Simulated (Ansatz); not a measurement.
# Where V_C puts its levels in the gap of SiC (F-43m)

Wanted: the transition levels of a vacancy in SiC (F-43m), from a cell of 54 host atoms with 1 C taken out.

Method: place-levels on r2SCAN runs: charge-transition levels and formation energies with image-charge correction and potential alignment at the atomic sites, in Ansatz 0.2.0.

Experimental background.

“Insight into the structural, elastic and electronic properties of a new orthorhombic 6O-SiC polytype” (2020, pmc:7200658) quotes from earlier work for SiC, cubic 3C zincblende (literature value): band gap (indirect gap) 2.4 eV [literature value; measurement temperature and method not stated].

Report form: the programs' logs are mostly left out.

**1. Starting point**

The cell holds 53 atoms: 27 Si and 26 C. Its edges and angles: a = 9.242 Å, b = 9.242 Å, c = 9.242 Å, α = 60.0°, β = 60.0°, γ = 60.0°. It derives from SiC (space group F-43m). Nearest the centre at fractional (0.417, 0.417, 0.417): Si28 at 1.89 Å, Si32 at 1.89 Å, Si44 at 1.89 Å, Si27 at 1.89 Å, C33 at 3.08 Å, C45 at 3.08 Å, C29 at 3.08 Å, C16 at 3.08 Å.

Known beforehand: the electronic dielectric constant, 7.01, and the static one, 10.34, computed on the host (DFPT, PBEsol, on the LDA cell), and a cell off the functional's own equilibrium shifts the ionic part.

The cell's shortest repeat is 9.2 Å.

**2. The runs of each charge state**

A transition level is the Fermi level at which two charge states cost the same, so each charge needs its own total energy, at its own relaxed structure.

Each atom starts 0.05 Å or so off its site in a random direction: a symmetric start keeps its symmetry, and would miss off-centre moves and Jahn–Teller distortions. Forces are taken on a 2×2×2 shifted mesh. The cell holds 2 electrons more than the neutral one, with a uniform background that keeps it neutral on the whole.

The sampling was tested on the host first: at the k-points planned (1x1x1 shifted 0.25 0.25 0.25) its energy lies 0.119 eV an atom from the dense-mesh value, so the final energies take a denser sampling.

One of the inputs; charge, spin and start change from state to state.

File qm2.relax/input.yaml:

```yaml
crystal:
  lattice:
    - [0.0, 6.53484224, 6.53484224]
    - [6.53484224, 0.0, 6.53484224]
    - [6.53484224, 6.53484224, 0.0]
  atoms:
    - { symbol: Si, position: [0.0, 0.0, 0.0] }
    - { symbol: C, position: [0.08333333, 0.08333333, 0.08333333] }
[... 7 atom lines left out ...]
    - { symbol: C, position: [0.08333333, 0.41666667, 0.41666667] }
[... 1 atom line left out ...]
    - { symbol: C, position: [0.08333333, 0.41666667, 0.75] }
[... 2 atom lines left out ...]
    - { symbol: Si, position: [0.0, 0.66666667, 0.33333333] }
    - { symbol: C, position: [0.08333333, 0.75, 0.41666667] }
[... 5 atom lines left out ...]
    - { symbol: C, position: [0.41666667, 0.08333333, 0.41666667] }
[... 1 atom line left out ...]
    - { symbol: C, position: [0.41666667, 0.08333333, 0.75] }
[... 1 atom line left out ...]
    - { symbol: C, position: [0.41666667, 0.41666667, 0.08333333] }
    - { symbol: Si, position: [0.33333333, 0.33333333, 0.33333333] }
    - { symbol: Si, position: [0.33333333, 0.33333333, 0.66666667] }
    - { symbol: C, position: [0.41666667, 0.41666667, 0.75] }
[... 1 atom line left out ...]
    - { symbol: C, position: [0.41666667, 0.75, 0.08333333] }
    - { symbol: Si, position: [0.33333333, 0.66666667, 0.33333333] }
    - { symbol: C, position: [0.41666667, 0.75, 0.41666667] }
    - { symbol: Si, position: [0.33333333, 0.66666667, 0.66666667] }
[... 4 atom lines left out ...]
    - { symbol: C, position: [0.75, 0.08333333, 0.41666667] }
[... 3 atom lines left out ...]
    - { symbol: C, position: [0.75, 0.41666667, 0.08333333] }
    - { symbol: Si, position: [0.66666667, 0.33333333, 0.33333333] }
    - { symbol: C, position: [0.75, 0.41666667, 0.41666667] }
    - { symbol: Si, position: [0.66666667, 0.33333333, 0.66666667] }
[... 3 atom lines left out ...]
    - { symbol: Si, position: [0.66666667, 0.66666667, 0.33333333] }
[... 2 atom lines left out ...]
    - { symbol: C, position: [0.75, 0.75, 0.75] }
  host:
    repeats: [3, 3, 3]
    atoms:
      - { symbol: Si, position: [0.0, 0.0, 0.0] }
      - { symbol: C, position: [0.25, 0.25, 0.25] }
total_charge: -2
basis:
  ecutwfc: 500
  xc_grid: 2
hamiltonian:
  xc: r2scan
kpoints:
  mp_grid: { grid: [2, 2, 2], shift: [0.5, 0.5, 0.5] }
scf:
  occupations: { method: fixed }
  max_iter: 100
output:
  forces: true
  charged_corrections:
    epsilon: 7.01
    static_epsilon: 10.34
    defect_position: [0.416667, 0.416667, 0.416667]
relax:
  f_tol: 0.02
  max_steps: 80
  random_displacement: { amplitude: 0.05, seed: 210 }
checkpoint:
  write: "../qm2.relax.run"
  compress: false
  write_wavefunctions: true
  write_every: 100000
```

The run is started by

```bash
$ ansatz run input.yaml --threads 4 --pin off --max-ram 7536MiB --backend cpu --events-out ev --progress --plain --runs-dir out
```

The run of this state that the levels use, under r2SCAN:

File qm2.point/input.yaml:

```yaml
crystal:
  checkpoint: "../qm2.relax.run"
  host: checkpoint
total_charge: -2
basis:
  ecutwfc: 500
  xc_grid: 2
hamiltonian:
  xc: r2scan
kpoints:
  mp_grid: { grid: [2, 2, 2], shift: [0.5, 0.5, 0.5] }
scf:
  occupations: { method: fixed }
  max_iter: 100
output:
  forces: true
  eigenvalues: true
  charged_corrections:
    epsilon: 7.01
    static_epsilon: 10.34
    defect_position: [0.416667, 0.416667, 0.416667]
  eigenstates: { localisation: true }
  populations: true
checkpoint:
  read: "../qm2.relax.run"
  write: "../qm2.point.run"
  compress: false
  write_wavefunctions: false
  write_every: 100000
```

Relaxations under r2SCAN at a 2×2×2 shifted mesh; times on 4 threads of Arm Neoverse V1, shared host:

```
charge  moment (μB)  occupations    outcome  steps  largest displacement against the far atoms (Å)     time
    −2            0        fixed  converged     13                                            0.64  4.3 min
    −2            2        fixed  converged     13                                            0.23   11 min
    −1            1        fixed    timeout     14                                               -   14 min
     0            0        fixed  converged     14                                            0.19  4.3 min
     0            2        fixed  converged      7                                            0.07  7.4 min
    +1            1        fixed  converged      7                                            0.08  6.8 min
    +2            0        fixed  converged      5                                            0.13  1.9 min
    +2            2        fixed  converged      7                                            0.07  7.7 min
```

Single points under r2SCAN at a 2×2×2 shifted mesh; times on 4 threads of Arm Neoverse V1, shared host:

```
charge  moment (μB)  occupations    outcome  time
    −2            0        fixed  converged  21 s
    −2            2        fixed  converged  61 s
     0            0        fixed  converged  25 s
     0            2        fixed  converged  58 s
    +1            1        fixed  converged  52 s
    +2            0        fixed  converged  24 s
    +2            2        fixed  converged  49 s
```

Distances (Å) from the ideal centre to the nearest atoms after relaxation with r2SCAN:

```
charge  moment (μB)       1.       2.       3.       4.      5.      6.
    −2            0  Si 1.25  Si 1.84  Si 1.84  Si 1.84  C 3.02  C 3.02
    −2            2  Si 1.68  Si 1.73  Si 1.75  Si 1.75  C 3.04  C 3.04
     0            0  Si 1.85  Si 1.85  Si 1.85  Si 1.87  C 2.99  C 2.99
     0            2  Si 1.85  Si 1.85  Si 1.90  Si 1.90  C 3.04  C 3.04
    +1            1  Si 1.95  Si 1.95  Si 1.95  Si 1.96  C 3.07  C 3.07
    +2            0  Si 2.01  Si 2.02  Si 2.02  Si 2.02  C 3.07  C 3.07
    +2            2  Si 1.93  Si 1.94  Si 1.94  Si 1.96  C 3.07  C 3.07
```

**3. Placing the levels, r2SCAN**

A charged cell interacts with its images and the background, and its potential has another zero than the host's. place-levels removes the first by a point-charge model, screened by the static dielectric constant since the ions have relaxed around the charge, and the second by comparing potentials at atoms far from the defect.

The host is a run of the defect-free crystal in the same cutoffs, grids and k-points, so that basis and sampling errors cancel in part in the differences. The host is run in a cell of 2 atoms on a matching mesh. Its band edges are searched through the zone by a band path, so the gap is smaller than, or equal to, that on the mesh. Chemical potentials are energies per atom of C (diamond), run with the same functional and cutoff. Carbon is taken as diamond, which semilocal functionals can put about 0.1 eV an atom over graphite.

File levels.point.yaml:

```yaml
host:
  run: host.point.run
states: [qm2.point.run, qm2_M2.point.run, q0.point.run, q0_M2.point.run, qp1_M1.point.run, qp2.point.run, qp2_M2.point.run]
geometry_from:
  qm2.point.run: qm2.relax.run
  qm2_M2.point.run: qm2_M2.relax.run
  q0.point.run: q0.relax.run
  q0_M2.point.run: q0_M2.relax.run
  qp1_M1.point.run: qp1_M1.relax.run
  qp2.point.run: qp2.relax.run
  qp2_M2.point.run: qp2_M2.relax.run
  host.point.run: host.relax.run
chemical_potentials:
  C:
    energy: -251.555749
    dataset: <sha256 of the dataset>
epsilon: 7.01
static_epsilon: 10.34
vertical:
  - { from: qm2.point.run, to: qm2.point_neutral.run }
  - { from: qm2_M2.point.run, to: qm2_M2.point_neutral.run }
  - { from: qp1_M1.point.run, to: qp1_M1.point_neutral.run }
  - { from: qp2.point.run, to: qp2.point_neutral.run }
  - { from: qp2_M2.point.run, to: qp2_M2.point_neutral.run }
```

The run is started by

```bash
$ ansatz place-levels levels.point.yaml -- --threads 4 --pin off --max-ram 7536MiB
```

Elapsed: 0.73 s, on 4 threads of Arm Neoverse V1, shared host.

Under r2SCAN the gap is 1.71 eV, (+2/+1) 1.17, (+1/0) 1.69, (0/−2) 2.16 (outside the gap) (with band filling) eV.

Levels between the charges placed, in eV above the valence top:

```
        gap (eV)  (+2/+1)  (+1/0)  (0/−2)
r2SCAN      1.71     1.17    1.69    2.16
```

Corrections by state:

```
charge  moment (μB)  image terms and alignment (eV)  band filling (eV)  ε used  over the lowest of its charge, as the program ranks them, band filling apart (eV)
    +2          0.0                           0.434                  -   10.34                                                                              0.000
    +1          1.0                           0.021                  -   10.34                                                                              0.000
     0          0.0                           0.000                  -       -                                                                              0.000
    −2          0.0                           1.189             -0.650   10.34                                                                              0.000
    +2          2.0                           0.296                  -   10.34                                                                              1.906
     0          2.0                           0.000                  -       -                                                                              0.128
    −2          2.0                           1.160                  -   10.34                                                                              0.181
```

The charged structures listed were also run neutral, and place-levels reads from each pair, by the potential or the spins, how wide the charge is by which they differ; that can be the carrier of either run.

```
charge  rms radius (Å)  spread where it is widest against the cell (Å)  wide from (Å)  reading
    +2             2.5                                            1.43           1.31     wide
    +1             2.3                                            1.32           1.31     wide
    −2             2.2                                            1.30           1.31   narrow
```

The neutral runs of these pairs need not share the spin of the lowest neutral state, and very wide values only mean spread over the cell.

From the program's caveats on the states, each cut to its opening words:

- charge +2: it parts from the run at its places by a charge that spreads by about 1.4 Å along one vector (1.3 Å or more is wide), by its potential at epsilon 7.01, taken [...]
- charge +2: its alignment with the host at atomic sites is doubtful: the mean over the far sites moves by -0.2761 eV from their farther parts to their nearer, more than [...]
- charge +1 (1 μB): it parts from the run at its places by a charge that spreads by about 1.3 Å along one vector (1.3 Å or more is wide), by its potential at epsilon 7.01, taken [...]
- charge +1 (1 μB): its alignment with the host at atomic sites is doubtful: the mean over the far sites moves by -0.1450 eV from their farther parts to their nearer, more than [...]
- charge +1 (1 μB), +2 (2 μB), 0 (2 μB): filled levels lie above empty ones at the fixed electron count
- charge +1 (1 μB), +2 (2 μB), 0 (2 μB), −2 (2 μB): flagged: stability check not made
- charge −2, −2 (2 μB): it parts from the run that its charge is read beside by 2 carriers, of which the mean alone is read, by its potential at epsilon 7.01, taken for that of held [...]
- charge −2: a band-filling correction moves a carrier to the host's band edge, which changes its energy by -0.650 eV
- charge −2: its alignment with the host at atomic sites is doubtful: the mean over the far sites moves by +0.1237 eV from their farther parts to their nearer, more than [...]
- charge +2 (2 μB): it parts from the run at its places by a charge that spreads by about 2.1 Å along one vector (1.3 Å or more is wide), by its potential at epsilon 7.01, taken [...]
- charge +2 (2 μB): its alignment with the host at atomic sites is doubtful: the mean over the far sites moves by -0.0648 eV from their farther parts to their nearer, more than [...]
- charge +2 (2 μB): its moments are held at its close (magnetization.spin_locking), by a field of 1.092 eV a Bohr magneton, and its energy and levels are of the state that this [...]
- charge −2 (2 μB): its alignment with the host at atomic sites is doubtful: the mean over the far sites moves by +0.1372 eV from their farther parts to their nearer, more than [...]

The host's formation energy from the elements is -0.356 eV per atom; it sets how far the chemical potentials can move.

Limit set by the element alone; other compounds of these elements are not counted. Chemical potentials from the elements' reference states: C 0.00 eV, Si -0.71 eV. Formation energy by charge state (C-rich; gap 1.71 eV):

```
charge  at valence top (eV)  at conduction bottom (eV)  correction included (eV)
    +2                 2.27                       5.69                      0.43
    +1                 3.44                       5.15                      0.02
     0                 5.12                       5.12                      0.00
    −2                 9.45                       6.02                      0.54
```

```
Fermi level (eV)  lowest formation energy (eV)
            0.00                          2.27
            0.16                          2.58
            0.31                          2.89
            0.47                          3.20
            0.62                          3.51
            0.78                          3.82
            0.93                          4.13
            1.09                          4.45
            1.25                          4.68
            1.40                          4.84
            1.56                          4.99
            1.71                          5.12
```

Limit set by the element alone; other compounds of these elements are not counted. Chemical potentials from the elements' reference states: Si 0.00 eV, C -0.71 eV. Formation energies (Si-rich), with the Fermi level at the valence top and at the conduction bottom (gap 1.71 eV):

```
charge  at valence top (eV)  at conduction bottom (eV)  correction included (eV)
    +2                 1.55                       4.98                      0.43
    +1                 2.72                       4.44                      0.02
     0                 4.41                       4.41                      0.00
    −2                 8.73                       5.31                      0.54
```

(Fermi level (eV), lowest formation energy (eV)): (0.00, 1.55), (0.16, 1.86), (0.31, 2.18), (0.47, 2.49), (0.62, 2.80), (0.78, 3.11), (0.93, 3.42), (1.09, 3.73), (1.25, 3.97), (1.40, 4.12), (1.56, 4.28), (1.71, 4.41)

**4. place-levels, PBEsol**

PBEsol on the same structure is run to see how far the result rests on the functional, though not on the errors that semilocal functionals share.

File qm2.pbesol/input.yaml:

```yaml
crystal:
  checkpoint: "../qm2.relax.run"
  host: checkpoint
total_charge: -2
basis:
  ecutwfc: 420
  xc_grid: 2
hamiltonian:
  xc: pbesol
kpoints:
  mp_grid: { grid: [2, 2, 2], shift: [0.5, 0.5, 0.5] }
scf:
  occupations: { method: fermi_dirac, width: 0.01 }
  max_iter: 100
output:
  forces: true
  eigenvalues: true
  charged_corrections:
    epsilon: 7.01
    static_epsilon: 10.34
    defect_position: [0.416667, 0.416667, 0.416667]
checkpoint:
  write: "../qm2.pbesol.run"
  compress: false
  write_wavefunctions: false
  write_every: 100000
```

It took 20 s on 4 threads; peak memory 1.8 GiB.

File levels.pbesol.yaml:

```yaml
host:
  run: host.pbesol.run
  levels_from: { run: edges.pbesol.run }
states: [qm2.pbesol.run, qm2_M2.pbesol.run, q0.pbesol.run, q0_M2.pbesol.run, qp1_M1.pbesol.run, qp2.pbesol.run, qp2_M2.pbesol.run]
geometry_from:
  qm2.pbesol.run: qm2.relax.run
  qm2_M2.pbesol.run: qm2_M2.relax.run
  q0.pbesol.run: q0.relax.run
  q0_M2.pbesol.run: q0_M2.relax.run
  qp1_M1.pbesol.run: qp1_M1.relax.run
  qp2.pbesol.run: qp2.relax.run
  qp2_M2.pbesol.run: qp2_M2.relax.run
  host.pbesol.run: host.relax.run
chemical_potentials:
  C:
    energy: -246.667945
    dataset: <sha256 of the dataset>
```

The run is started by

```bash
$ ansatz place-levels levels.pbesol.yaml -- --threads 4 --pin off --max-ram 7536MiB
```

Wall time 0.45 s (4 threads).

Under PBEsol the gap is 1.24 eV, (+2/+1) 0.91, (+1/0) 1.46 (outside the gap), (0/−2) 1.67 (outside the gap) (with band filling) eV; the stage before (r2SCAN) gave a gap of 1.71 eV and levels within 0.49 eV of these.

**5. Cost and result**

Levels between neighbouring charges, in eV above each run's own valence top:

```
                                                 gap (eV)  (+2/+1)  (+1/0)  (0/−2)  CPU time a state at this stage (restarts are quicker than cold starts)
                     r2SCAN, 2×2×2 shifted mesh      1.71     1.17    1.69    2.16                                                                 2.7 min
PBEsol on r2SCAN structures, 2×2×2 shifted mesh      1.24     0.91    1.46    1.67                                                                 2.7 min
```

**6. Outcome**

```json
{
  "gap of the host": "1.71 eV (r2SCAN)",
  "level (plus 2/plus 1)": "1.17 eV above the valence top",
  "level (plus 1/0)": "1.69 eV above the valence top",
  "level (0/minus 2)": "2.16 eV above the valence top, past the conduction bottom (2.49 eV above the valence top without the band-filling term)",
  "lowest of the charges placed, just above the valence top (0.02 eV)": "+2",
  "lowest of the charges placed, just below the conduction bottom (0.02 eV)": "0",
  "lowest formation energy at mid-gap of the charges run, C-rich": "3.98 eV",
  "lowest formation energy at mid-gap of the charges run, Si-rich": "3.27 eV"
}
```

In words: Of the charges placed (−2, 0, +1 and +2), the lowest changes at 1.17 eV (+2/+1) and 1.69 eV (+1/0) above the valence top, in a gap of 1.71 eV. (+1/0) lies 0.02 eV from a band edge, less than the doubt on such levels. Charge −1 is missing from the list. Charges above +2 were not placed, so these runs say nothing of levels that involve them. States placed: +2 at 0 μB and 2 μB; +1 at 1 μB; 0 at 0 μB and 2 μB; −2 at 0 μB and 2 μB. Other spin states or structures, where not listed, weren't placed. The program finds carriers beyond a band edge of the host and adds a band-filling term at charge −2 (-0.65 eV); steps to such a charge show no bound level, and a defect level inside a band would be read the same way. Charge −1 was tried but is not among the states placed, since no run of it finished at this stage. The program doubts the alignment of potentials for at least one state, a sign that the cell is small. Limits: r2SCAN makes the gap too small and tends to spread out bound carriers.

Computed beside measured:

```
                             quantity  measured           PBEsol           r2SCAN
band gap (least gap of the host) (eV)       2.4  1.24 (-1.16 eV)  1.71 (-0.69 eV)
```

Measured values from pmc:7200658 (2020).

How well it matches: For the band gap, of the levels listed nearest comes r2SCAN (-0.69 eV, a clear miss) and farthest PBEsol (-1.16 eV, a clear miss). Local and semilocal functionals usually give gaps below the measured ones. Zero-point and thermal motion shift the measured gap.

[Logs are printed without paths, hosts, clocks, repeated set-up lines and the standing remarks that a program may print on its own settings, such as how far it seeks lower states.]

[Hosts, paths, dates, database ids (printed as entryN), source tags and the programs' standing remarks are cut or masked in the printed files.]

[Where a table of states has a column of steps, it counts the stored structures, which are thinned; the runs took as many ionic steps or more.]

[A defect's name tells the site on which it was built; relaxed atoms can leave that site.]

[For some hosts the program warned that the k-mesh of the response run may be too coarse for force constants and the static dielectric constant; such warnings are not shown here.]
